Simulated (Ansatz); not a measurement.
Crystal: NiO2.

```xyz
6
Lattice="2.9122 0.0000 0.0000 -1.4561 2.5220 0.0000 0.0000 0.0000 10.5553" Properties=species:S:1:pos:R:3 pbc="T T T"
Ni    0.0000    0.0000    5.2776
Ni    0.0000    0.0000    0.0000
O     0.0000    1.6813    6.2179
O     0.0000    1.6813    9.6150
O     1.4561    0.8407    4.3374
O     1.4561    0.8407    0.9403
```

The cell comes from a database or a generator and needn't be the stable form of this composition.

Program: Ansatz 0.2.0. Alike in all runs: task single point; level PBEsol; potentials or basis Ansatz PAW; cell as given; k mesh 10 × 10 × 3; cutoff (eV) 420; smearing fermi-dirac 0.05 eV. Hardware: 2 threads of AMD EPYC 9R45 96-Core Processor (Zen 5) (shared host).

Question: Order these runs on this cell by their wall time, lowest first.
A. spin collinear, ferromagnetic start
B. spin off
C. spin collinear, antiferromagnetic start

Answer: B (0.98 s), A (2 s), C (6.6 s).

Caveats: the starting moments weren't kept (some runs).
